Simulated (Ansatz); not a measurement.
**Relaxing an invented Ba structure**

Method: DFT PBE, scalar-relativistic, plane waves, PAW (Ansatz 0.2.0). Cutoff 420 eV, Gaussian smearing, Γ-centred meshes. Cell and atoms relax first on a coarse mesh and then on a finer one. In between, the cell is made exact in the group found at 0.06 Å. In metals the finer mesh still leaves noise of several meV/atom or more. The steps can't lower the symmetry of their start. No spin polarisation.

Recipe of this trial structure of Ba: random cell by space group and Wyckoff sites (Pmmn, No. 59). The dimensions are guesses.

```yaml
crystal:
  lattice:
    - [5.30156, 0.00000, 0.00000]
    - [0.00000, 6.00788, 0.00000]
    - [0.00000, 0.00000, 4.51955]
  atoms:
    - { symbol: Ba, position: [0.00000, 0.00000, 0.58964] }
    - { symbol: Ba, position: [0.50000, 0.50000, 0.41036] }
```

Energies count from the standard state of Ba at the same level.

Question: Where does the relaxation end?

Answer: The symmetry goes from Pmmn (No. 59) to Im-3m (No. 229), and the primitive cell from 2 to 1 atom. The end has the bcc type. The volume per atom shrinks by 12.1 %, from 72.0 to 63.3 Å³. The shortest distance goes from 4.09 Å (Ba–Ba) to 4.35 Å (Ba–Ba). The energy falls by about 0.29 eV/atom (the start's value is from the coarse mesh). The end is written in a standard setting, so origin, axes and order of atoms can differ from the start's. Conventional cell: a = 5.021 Å. Ba is surrounded by 8 Ba at 4.35 Å and 6 Ba at 5.02 Å.

```cif
data_structure
_symmetry_space_group_name_H-M 'Im-3m'
_symmetry_Int_Tables_number 229
_cell_length_a 5.0213
_cell_length_b 5.0213
_cell_length_c 5.0213
_cell_angle_alpha 90.000
_cell_angle_beta 90.000
_cell_angle_gamma 90.000
_cell_volume 126.60
loop_
_atom_site_label
_atom_site_type_symbol
_atom_site_symmetry_multiplicity
_atom_site_Wyckoff_symbol
_atom_site_fract_x
_atom_site_fract_y
_atom_site_fract_z
_atom_site_occupancy
Ba1 Ba 2 a 0.00000 0.00000 0.00000 1
```

Question: How does it come out in energy, and is it a metal?

Answer: The energy over the standard state is 0.00 eV/atom and the gap on the 16×16×16 mesh of the 1-atom cell is 0 eV (a metal).

It is level with the standard state within the noise.

The last run used Gaussian smearing of 0.10 eV. For metals, differences of a few meV/atom aren't resolved. A structure relaxed within its symmetry needn't be a true minimum. In all, the 3 runs took 4.8 min on 1 thread of Intel(R) Xeon(R) Processor @ 2.70GHz, on a shared host.
